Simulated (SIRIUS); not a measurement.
## Co in SIRIUS: the effect of potentials

Co:

```
Co
1.0
     2.47200    0.00000    0.00000
    -1.23600    2.14081    0.00000
     0.00000    0.00000    4.02114
Co
2
Direct
  0.66667 0.33333 0.75000
  0.33333 0.66667 0.25000
```

Alike in all runs:

```yaml
Program: SIRIUS 7.12.0
Task: single point
Functional: PBE
k_mesh: 6 × 6 × 4
Occupations: fermi-dirac, width 0.05 eV
Spin: collinear spin, ferromagnetic start
Starting_moments: "[2.0, 2.0] μB"
```

| potentials | cutoff | pressure (GPa) | moment (μB) |
| --- | --- | --- | --- |
| PseudoDojo 0.4.1 PBE standard (scalar relativistic) | 1307 eV | 4.6 | 3.24 |
| PseudoDojo 0.5 PBE standard (scalar relativistic) | 1307 eV | 4.6 | 3.24 |
| GBRV 1.5 PBE (ultrasoft) | 557 eV | 4.8 | 3.30 |
| SG15 1.2 PBE (norm-conserving) | 1307 eV | ? | ? |
| SSSP 1.3.0 PBE efficiency | 828 eV | 4.7 | 3.30 |
| PseudoDojo 0.5 PBE stringent (scalar relativistic) | 1416 eV | 4.3 | 3.21 |
| JTH 2.0 PBE (PAW) | 557 eV | 1.7 | 3.19 |

Question: What does the run with potentials SG15 1.2 PBE (norm-conserving) give?

Answer: Pressure 5.7 GPa; moment 3.23 μB.

Caveats: all runs use coarse meshes.
